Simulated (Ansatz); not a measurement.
## Se: single point with PBE

Se:

```
CELL_PARAMETERS angstrom
5.68100 3.27993 1.47633
-5.68100 3.27993 1.47633
0.00000 -6.55985 1.47633
ATOMIC_POSITIONS crystal
Se 0.83749 0.08182 0.71934
Se 0.08182 0.71934 0.83749
Se 0.71934 0.83749 0.08182
Se 0.16251 0.91818 0.28066
Se 0.91818 0.28066 0.16251
Se 0.28066 0.16251 0.91818
```

This isn't the form of Se at room conditions, which is trigonal, of chains.

* Program: Ansatz 0.2.0
* Task: single point
* Functional: PBE
* Potentials or basis: Ansatz PAW
* Cutoff: 420 eV (not typed: the program's choice for these potentials)
* k mesh: 7 × 7 × 7
* Occupations: fermi-dirac, width 0.05 eV
* Spin: no spin polarisation

```
Pressure               : 2.7 GPa
Largest force          : 0.469 eV/Å
Band gap on the k mesh : 1.21 eV, indirect (least direct gap 1.47 eV)
```

Forces in eV/Å, atoms in the order of the input:
```
Se  -0.207  0.312 -0.283
Se   0.373  0.023 -0.283
Se  -0.166 -0.335 -0.283
Se   0.207 -0.312  0.283
Se  -0.373 -0.023  0.283
Se   0.166  0.335  0.283
```

Stress tensor (GPa, compression positive):
```
2.81 0.00 0.00
0.00 2.81 0.00
0.00 0.00 2.44
```

Levels at points of the mesh, in eV from the valence-band top:
| k point | band 46 | band 47 | band 48 | band 49 | band 50 | band 51 |
| --- | --- | --- | --- | --- | --- | --- |
| (0.00, 0.00, 0.00) | -0.74 | -0.64 | -0.64 | 1.80 | 1.80 | 2.64 |

Run time: 12 s on 2 threads of Intel(R) Xeon(R) Processor @ 2.70GHz (shared host), peak memory 0.72 GiB.

Caveat: odd divisions of the mesh miss points on the zone boundary, where band edges often lie, so the gap on the mesh can be too wide. A k mesh can miss the band edges.
